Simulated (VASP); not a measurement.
# Yb (I4/mmm) in VASP: notebook

Runs on Yb. Level: PBE. Tasks: electric field gradients.

Everything below comes from runs of VASP 6.6.1. Logs are shortened: lines on timing, memory, paths and dates and some standing lists are left out, and cuts for length are marked.

## (1) The cell of the first run

The structure is tetragonal, space group I4/mmm (No. 139). Conventional cell: a = 3.851 Å, b = 3.851 Å, c = 5.568 Å, α = 90.00°, β = 90.00°, γ = 90.00°. Around Yb (site symmetry 4/mmm) lie 12 Yb at 3.85 to 3.89 Å.

## (2) Electric field gradients, PBE (z stretched by +1.5 % at fixed volume, crystal datasets)

File INCAR:

```
PREC = Accurate ; ENCUT = 520
EDIFF = 1E-8 ; ISMEAR = -1
SIGMA = 0.05 ; LREAL = False
LASPH = True ; NELM = 100
ALGO = Fast ; ISIF = 2
LWAVE = False ; LCHARG = False
GGA = PE ; LEFG = True
NBANDS = 18
```

File KPOINTS:

```
Automatic mesh
0
Gamma
  13 13 13
```

File POSCAR:

```
Yb
1.0
    0.0000000000      2.7227553435      2.7842465000
    2.7227553435      0.0000000000      2.7842465000
    2.7227553435      2.7227553435      0.0000000000
Yb
1
Direct
    0.0000000000      0.0000000000      0.0000000000
```

Potentials or basis: VASP PAW PBE potentials, release 64 (Yb).

Run with:

```console
$ cat potpaw_PBE.64/Yb/POTCAR > POTCAR
$ mpirun -np 1 vasp_std > vasp.out
```

OUTCAR:

```text
PREC = Accurate
   ENCUT = 520
   EDIFF = 1E-8
   ISMEAR = -1
   LREAL = False
   LASPH = True
   NELM = 100
   ISIF = 2
   GGA = PE

 ion  position               nearest neighbor table
   1  0.000  0.000  0.000-

  LATTYP: Found a body centered tetragonal cell.
 ALAT       =     3.8505575338
 C/A-ratio  =     1.4461523951

  Lattice vectors:

 A1 = (  -2.7227553435,   0.0000000000,   2.7842465000)
 A2 = (   2.7227553435,   0.0000000000,   2.7842465000)
 A3 = (   0.0000000000,   2.7227553435,  -2.7842465000)

Analysis of symmetry for initial positions (statically):
=====================================================================
 Subroutine PRICEL returns:
 Original cell was already a primitive cell.

 Routine SETGRP: Setting up the symmetry group for a
 body centered tetragonal supercell.

 Subroutine GETGRP returns: Found 16 space group operations
 (whereof 16 operations were pure point group operations)
 out of a pool of 16 trial point group operations.

The static configuration has the point symmetry D_4h.

Analysis of symmetry for dynamics (positions and initial velocities):
=====================================================================
 Subroutine PRICEL returns:
 Original cell was already a primitive cell.

 Routine SETGRP: Setting up the symmetry group for a
 body centered tetragonal supercell.

 Subroutine GETGRP returns: Found 16 space group operations
 (whereof 16 operations were pure point group operations)
 out of a pool of 16 trial point group operations.

The dynamic configuration has the point symmetry D_4h.

 Subroutine INISYM returns: Found 16 space group operations
 (whereof 16 operations are pure point group operations),
 and found     1 'primitive' translations

----------------------------------------------------------------------------------------

                                     Primitive cell

  volume of cell :      41.2814

  direct lattice vectors                    reciprocal lattice vectors
     0.000000000  2.722755343  2.784246500    -0.183637506  0.183637506  0.179581801
     2.722755343  0.000000000  2.784246500     0.183637506 -0.183637506  0.179581801
     2.722755343  2.722755343  0.000000000     0.183637506  0.183637506 -0.179581801

  length of vectors
     3.894281093  3.894281093  3.850557534     0.315745293  0.315745293  0.315745293

  position of ions in fractional coordinates (direct lattice)
     0.000000000  0.000000000  0.000000000

  ion indices of the primitive-cell ions
   primitive index   ion index
                 1           1

----------------------------------------------------------------------------------------

 KPOINTS: Automatic mesh

Automatic generation of k-mesh.
 Grid dimensions read from file:
 generate k-points for:   13   13   13

 Generating k-lattice:

  Cartesian coordinates                     Fractional coordinates (reciprocal lattice)
    -0.014125962  0.014125962  0.013813985     0.076923077  0.000000000  0.000000000
     0.014125962 -0.014125962  0.013813985     0.000000000  0.076923077  0.000000000
     0.014125962  0.014125962 -0.013813985     0.000000000  0.000000000  0.076923077

  Length of vectors
     0.024288099  0.024288099  0.024288099

  Shift w.r.t. Gamma in fractional coordinates (k-lattice)
     0.000000000  0.000000000  0.000000000

 Subroutine IBZKPT returns following result:
 ===========================================

 Found    196 irreducible k-points:

 Following reciprocal coordinates:
            Coordinates               Weight
  0.000000  0.000000  0.000000      1.000000
  0.076923  0.000000  0.000000      8.000000
  0.153846  0.000000  0.000000      8.000000
  0.230769  0.000000  0.000000      8.000000
  0.307692  0.000000  0.000000      8.000000
  0.384615  0.000000  0.000000      8.000000
[... 16 lines left out ...]
  0.384615  0.153846  0.000000      8.000000
  0.461538  0.153846  0.000000      8.000000
 [... further k-points ...]
   k-points           NKPTS =    196   k-points in BZ     NKDIM =    196   number of bands    NBANDS=     18
   number of dos      NEDOS =    301   number of ions     NIONS =      1
   total plane-waves  NPLWV =  27000
   dimension x,y,z NGX =    30 NGY =   30 NGZ =   30
   dimension x,y,z NGXF=    60 NGYF=   60 NGZF=   60
   ions per type =               1
   NGX,Y,Z   is equivalent  to a cutoff of  12.81, 12.81, 12.95 a.u.
   NGXF,Y,Z  is equivalent  to a cutoff of  25.61, 25.61, 25.90 a.u.
 SYSTEM =  unknown system
   PREC   = accura    normal or accurate (medium, high low for compatibility)
   ISTART =      0    job   : 0-new  1-cont  2-samecut
   ICHARG =      2    charge: 1-file 2-atom 10-const
   ISPIN  =      1    spin polarized calculation?
   LNONCOLLINEAR =      F non collinear calculations
   LSORBIT =      F    spin-orbit coupling
   LASPH  =      T    aspherical Exc in radial PAW
   ENCUT  =  520.0 eV  38.22 Ry    6.18 a.u.   7.24  7.24  7.16*2*pi/ulx,y,z
   NELM   =    100;   NELMIN=  2; NELMDL= -5     # of ELM steps
   EDIFF  = 0.1E-07   stopping-criterion for ELM
   LREAL  =      F    real-space projection
   EDIFFG = 0.1E-06   stopping-criterion for IOM
   NSW    =      0    number of steps for IOM
   IBRION =     -1    ionic relax: 0-MD 1-quasi-New 2-CG
   NFREE  =      0    steps in history (QN), initial steepest desc. (CG)
   ISIF   =      2    stress and relaxation
   ISYM   =      2    0-nonsym 1-usesym 2-fastsym
   POTIM  = 0.5000    time-step for ionic-motion
   TEBEG  =    0.0;   TEEND  =   0.0 temperature during run
   PSTRESS=    0.0 pullay stress
   NELECT =      24.0000    total number of electrons
   NUPDOWN=      -1.0000    fix difference up-down
   EMIN   =  10.00;   EMAX   =-10.00  energy-range for DOS
   EFERMI =   0.00;   METHOD = LEGACY
   ISMEAR =    -1;   SIGMA  =   0.05  broadening in eV -4-tet -1-fermi 0-gaus
   EFERMI_NEDOS =   21; number of points for ismear=-14 and -15
   IALGO  =     68    algorithm
   IMIX   =      4    mixing-type and parameters
     AMIX     =   0.40;   BMIX     =  1.00
     AMIX_MAG =   1.60;   BMIX_MAG =  1.00
  volume/ion in A,a.u.               =      41.28       278.58
  Fermi-wavevector in a.u.,A,eV,Ry     =   1.366345  2.582017 25.400687  1.866898
  Thomas-Fermi vector in A             =   2.492493
   LORBIT       =      0    0 simple, 1 ext, 2 COOP (PROOUT), +10 PAW based schemes
   GGA     = PE    functional components
   LHFCALC =     F    Hartree Fock is set to
   AEXX    =    0.0000 exact exchange contribution
   IVDW    =     0    specifies the selected vdW correction
   LEPSILON=     F    determine dielectric tensor
   LRPA    =     F    only Hartree local field effects (RPA)
 non-spin polarized calculation
 RMM-DIIS sequential band-by-band and
  energy-cutoff  :      520.00
  volume of cell :       41.28
 maximum number of plane-waves:      1124
 NGX is ok and might be reduce to    30
   NGX = 15   NGY = 15   NGZ = 15

 number of electron      23.9999994 magnetization

 Free energy of the ion-electron system (eV)
  ---------------------------------------------------
  ext. energy  EPLUGINS =         0.00000000
  ---------------------------------------------------
  free energy    TOTEN  =        -3.52256633 eV

  energy without entropy =       -3.50596565  energy(sigma->0) =       -3.51426599

 E-fermi :   1.1746     XC(G=0):  -8.8561

 val. band max:        1.1685460497   @ k =  -0.3077   0.2308   0.4615
 cond. band min:       1.1896951595   @ k =  -0.3077   0.3846   0.1538
 fundamental gap:      0.0211491099
 Fermi energy:         1.1745636640

 k-point     1 :       0.0000    0.0000    0.0000
  band No.  band energies     occupation
      1     -50.6726      2.00000
      2     -22.9357      2.00000
      3     -22.9342      2.00000
      4     -22.9342      2.00000
      5      -3.6946      2.00000
      6       0.7398      1.99967
[... 10 lines left out ...]
     17       5.8513      0.00000
     18      10.0697      0.00000

 k-point     2 :       0.0769    0.0000    0.0000
  band No.  band energies     occupation
      1     -50.6722      2.00000
      2     -22.9471      2.00000
      3     -22.9371      2.00000
      4     -22.9357      2.00000
      5      -3.5748      2.00000
      6       0.7412      1.99966
[... 10 lines left out ...]
     17       5.7713      0.00000
     18      10.3647      0.00000
[... 442 lines left out ...]
 k-point    24 :       0.4615    0.1538    0.0000
  band No.  band energies     occupation
      1     -50.6642      2.00000
      2     -23.1157      2.00000
      3     -22.9896      2.00000
      4     -22.9708      2.00000
      5      -0.6521      2.00000
      6       0.7715      1.99937
[... 10 lines left out ...]
     17       7.0821      0.00000
     18       7.5846      0.00000

 [... further k-points ...]

------------------------ aborting loop because EDIFF is reached ----------------------------------------

  FORCE on cell =-STRESS in cart. coord.  units (eV):
  Direction    XX          YY          ZZ          XY          YZ          ZX
  --------------------------------------------------------------------------------------
  -------------------------------------------------------------------------------------
  Total       -0.6086146     -0.6086146     -0.6620061      0.0000000      0.0000000      0.0000000
  in kB      -23.6209861    -23.6209861    -25.6931687      0.0000000      0.0000000      0.0000000
  external PRESSURE =     -24.3117137 kB  Pullay stress =       0.0000000 kB

 VOLUME and BASIS-vectors are now :
 -----------------------------------------------------------------------------
  energy-cutoff  :      520.00
  volume of cell :       41.28
      direct lattice vectors                 reciprocal lattice vectors
     0.000000000  2.722755343  2.784246500    -0.183637506  0.183637506  0.179581801
     2.722755343  0.000000000  2.784246500     0.183637506 -0.183637506  0.179581801
     2.722755343  2.722755343  0.000000000     0.183637506  0.183637506 -0.179581801

 POSITION                                       TOTAL-FORCE (eV/Angst)
 -----------------------------------------------------------------------------------
      0.00000      0.00000      0.00000        -0.000000     -0.000000      0.000000
 -----------------------------------------------------------------------------------
    total drift:                               -0.000000     -0.000000      0.000000

  FREE ENERGIE OF THE ION-ELECTRON SYSTEM (eV)
  ---------------------------------------------------
  free  energy   TOTEN  =        -3.5225663301 eV

  energy  without entropy=       -3.5059656500  energy(sigma->0) =       -3.51426599

 Electric field gradients (V/A^2)
---------------------------------------------------------------------
 ion       V_xx      V_yy      V_zz      V_xy      V_xz      V_yz
---------------------------------------------------------------------
   1       1.057     1.057    -2.115     0.004     0.002     0.002
---------------------------------------------------------------------

 Electric field gradients after diagonalization (V/A^2)
 (convention: |V_zz| > |V_xx| > |V_yy|)
----------------------------------------------------------------------
 ion       V_xx      V_yy      V_zz     asymmetry (V_yy - V_xx)/ V_zz
----------------------------------------------------------------------
   1       1.061     1.053    -2.115       0.004
----------------------------------------------------------------------

           NMR quadrupolar parameters

 Cq : quadrupolar parameter    Cq=e*Q*V_zz/h
 eta: asymmetry parameters     (V_yy - V_xx)/ V_zz
 Q  : nuclear electric quadrupole moment in mb (millibarn)
----------------------------------------------------------------------
 ion       Cq(MHz)       eta       Q (mb)
----------------------------------------------------------------------
   1      -0.005       0.004       1.000
----------------------------------------------------------------------
```

It took 12 min on 1 thread of Intel Xeon Platinum 8259CL at 2.50GHz (Skylake/Cascade Lake), shared host; peak memory 0.3 GiB.

Results:

- Free energy: -3.5226 eV
- Pressure: -2.4 GPa
- Band gap on the k mesh: none (metal or under the smearing width)

Stress tensor (GPa, compression positive):
```
-2.36  0.00  0.00
 0.00 -2.36  0.00
 0.00  0.00 -2.57
```

Electric field gradients, principal values (V/Å²):
```csv
atom,Vxx,Vyy,Vzz
1 Yb,1.053,1.061,-2.115
```

Spin-orbit coupling is left out, which matters for the levels of Yb. Spin polarisation is off, so any magnetic state and its effect on volume and gap are missing.

[end of part 1 of 2]
